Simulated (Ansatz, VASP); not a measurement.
# TePb: VASP beside Ansatz

INCAR

```
ALGO = Normal
EDIFF = 1E-6
ENCUT = 520
ISIF = 2
ISMEAR = 0
LASPH = T
LCHARG = F
LREAL = F
LWAVE = F
NBANDS = 17
NELM = 60
PREC = Accurate
SIGMA = 0.05
```

File KPOINTS:

```
k-points
0
Gamma
  8 8 8
```

File POSCAR:

```
TePb
1.0
    0.0000000000      3.2270000000      3.2270000000
    3.2270000000      0.0000000000      3.2270000000
    3.2270000000      3.2270000000      0.0000000000
Te Pb
1 1
Direct
    0.5000000000      0.5000000000      0.5000000000
    0.0348621010     -0.0348621010      0.0348621010
```

Input for Ansatz:

```yaml
crystal:
  lattice:
    - [0.0, 3.227, 3.227]
    - [3.227, 0.0, 3.227]
    - [3.227, 3.227, 0.0]
  atoms:
    - { symbol: Te, position: [0.5, 0.5, 0.5] }
    - { symbol: Pb, position: [0.034862101, -0.034862101, 0.034862101] }
basis:
  ecutwfc: 420
kpoints:
  mp_grid: { grid: [8, 8, 8] }
hamiltonian:
  xc: lda
scf:
  occupations: { method: gaussian, width: 0.05 }
output:
  forces: true
  stress: true
  eigenvalues: true
```

Change from the starting cell: all Pb atoms moved +0.225 Å, as atom 2 along Cartesian [0 1 0].

Alike in both runs: task single point; functional LDA; k mesh 8 × 8 × 8; occupations gaussian, width 0.05 eV; no spin polarisation.

```csv
,VASP,Ansatz
version,VASP 6.6.1,Ansatz 0.2.0
potentials or method,"VASP PAW LDA potentials, release 64 (Te, Pb_d)","scalar-relativistic, plane waves, PAW"
plane-wave cutoff (eV),520,420
valence electrons in the cell,20,30
```

```tsv
	VASP	Ansatz	Ansatz less VASP
gap on the k mesh at the Fermi level (eV)	0.90	0.91	+0.008
least direct gap on the mesh (eV)	0.90	0.91	+0.008
pressure (GPa)	-0.9	-1.0	-0.07
largest component of the traceless stress (GPa)	1.26	1.24	-0.016
rms of the force components (eV/Å)	0.132	0.125	-0.0070
```

Atom by atom the forces differ by 0.007 eV/Å (rms over components). The two sets of potentials don't hold the same shells in valence.

Caveats: spin-orbit coupling is left out, which as a rule narrows the gap of such compounds by several tenths of an eV. A k mesh can miss the band edges.
